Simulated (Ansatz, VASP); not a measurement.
Given: the input of a run of VASP 6.6.1 on Pd.

Contents of INCAR:

```
ALGO     = Normal         # electronic algorithm
EDIFF    = 1E-6           # SCF threshold, eV
EDIFFG   = -0.02          # ionic threshold
ENCUT    = 600            # plane-wave cutoff, eV
GGA      = RP             # functional
IBRION   = 2              # ionic algorithm
ISIF     = 3              # what is computed and relaxed
ISMEAR   = -1             # smearing method
IVDW     = 13             # dispersion correction
LASPH    = T              # aspherical terms in the spheres
LCHARG   = F              # write CHGCAR
LREAL    = F              # projectors in reciprocal space
LWAVE    = F              # write WAVECAR
NELM     = 100            # most SCF steps
NSW      = 80             # ionic steps
PREC     = Accurate       # precision mode
SIGMA    = 0.05           # smearing width, eV
```

The input KPOINTS:

```
k-points
0
Gamma
  12 12 12
```

Contents of POSCAR:

```
Pd
1.0
    0.0000000000      1.9465000000      1.9465000000
    1.9465000000      0.0000000000      1.9465000000
    1.9465000000      1.9465000000      0.0000000000
Pd
1
Direct
    0.0000000000      0.0000000000      0.0000000000
```

Potentials or basis: VASP PAW PBE potentials, release 64 (Pd).

Launch:

```sh
$ cat potpaw_PBE.64/Pd/POTCAR > POTCAR
$ mpirun -np 1 vasp_std > vasp.out
```

Problem. Set up the same calculation for Ansatz 0.2.0. Potentials there: all-electron LAPW, scalar-relativistic.

Solution. As run (the cutoff follows the program's own potentials):

The input input.yaml:

```yaml
crystal:
  lattice:
    - [0.0, 1.9465, 1.9465]
    - [1.9465, 0.0, 1.9465]
    - [1.9465, 1.9465, 0.0]
  atoms:
    - { symbol: Pd, position: [0.0, 0.0, 0.0] }
kpoints:
  mp_grid: { grid: [12, 12, 12] }
scf:
  occupations: { method: fermi_dirac, width: 0.05 }
hamiltonian:
  xc: rpbe
  dispersion: d4
  pseudopotentials: { kind: all_electron, lapw: { basis_error: 0.001 } }
output:
  forces: true
  stress: true
relax:
  f_tol: 0.02
  max_steps: 60
  cell: {}
```

Potentials or basis: all-electron LAPW, scalar-relativistic.

Run with:

```console
$ ansatz run input.yaml --threads 1 --pin off --max-ram 3072MiB --backend cpu --events-out ev --progress --plain --runs-dir out
```

Both were run:

|  | VASP | Ansatz | Ansatz less VASP |
| --- | --- | --- | --- |
| relaxed volume (Å³/atom) | 14.87 | 14.90 | +0.024 |
| relaxed cell length with the largest relative difference (Å) | 2.760 | 2.762 | +0.0015 |

Ansatz ran all-electron here, so the differences hold the error of VASP's frozen core and of both bases.

Caveats: the PAW data sets were made with another functional, which shifts forces and pressure a little (VASP); pairwise dispersion overbinds metals, which lowers pressure and volume (VASP). Zero-point motion and thermal expansion aren't in these numbers.
